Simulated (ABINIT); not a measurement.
Crystal: SnO2.

```xyz
3
Lattice="1.6171 0.9336 4.8006 -1.6171 0.9336 4.8006 0.0000 -1.8673 4.8006" Properties=species:S:1:pos:R:3 pbc="T T T"
Sn    0.0000    0.0000    7.2009
O     0.0000    0.0000   10.9861
O     0.0000    0.0000    3.4157
```

Measurements of this composition are mostly on another form, of space group No. 136.

Base run:

| Quantity | Value |
| --- | --- |
| Program | ABINIT 10.8.3 (patched build) |
| Functional | LDA |
| Potentials or basis | JTH PAW LDA v2.0 |
| Cutoff | 626 eV |
| k mesh | 10 × 10 × 10 |
| Occupations | fermi-dirac, width 0.05 eV |
| Spin | no spin polarisation |

Its results: band gap on the k mesh 1.75 eV, indirect (least direct gap 1.88 eV); pressure -9.7 GPa; largest force 0.725 eV/Å.

Question: The run is repeated on the same cell with these changes: functional from LDA to PBEsol; potentials or basis from JTH PAW LDA v2.0 to JTH PAW PBE v2.0. What comes out?

Answer: Band gap on the k mesh 1.85 eV, indirect (least direct gap 1.98 eV); pressure -5.7 GPa; largest force 0.445 eV/Å.

Caveats: spin-orbit coupling is left out, which moves the levels of the heavy elements; the PAW data sets were made with another functional, which shifts forces and pressure a little (some runs).

A k mesh can miss the band edges.
